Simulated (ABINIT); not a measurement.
RbBr:

```xyz
2
Lattice="0.0000 3.4270 3.4270 3.4270 0.0000 3.4270 3.4270 3.4270 0.0000" Properties=species:S:1:pos:R:3 pbc="T T T"
Rb    0.0000    0.0000    0.0000
Br    3.4270    3.4270    3.4270
```

Base run:

| Item | Value |
| --- | --- |
| Program | ABINIT 10.8.3 (patched build) |
| Functional | LDA |
| Potentials or basis | PseudoDojo NC SR LDA v0.4.1 standard |
| Cutoff | 490 eV |
| k mesh | 5 × 5 × 5 |
| Occupations | fermi-dirac, width 0.05 eV |
| Spin | no spin polarisation |

Its results: band gap on the k mesh 3.95 eV, direct.

**Question.** The run is repeated on the same cell with these changes: functional from LDA to PBEsol; potentials or basis from PseudoDojo NC SR LDA v0.4.1 standard to PseudoDojo NC SR PBEsol v0.4.1 standard; cutoff from 490 eV to 626 eV. What comes out?

**Answer.** Band gap on the k mesh 4.21 eV, direct.

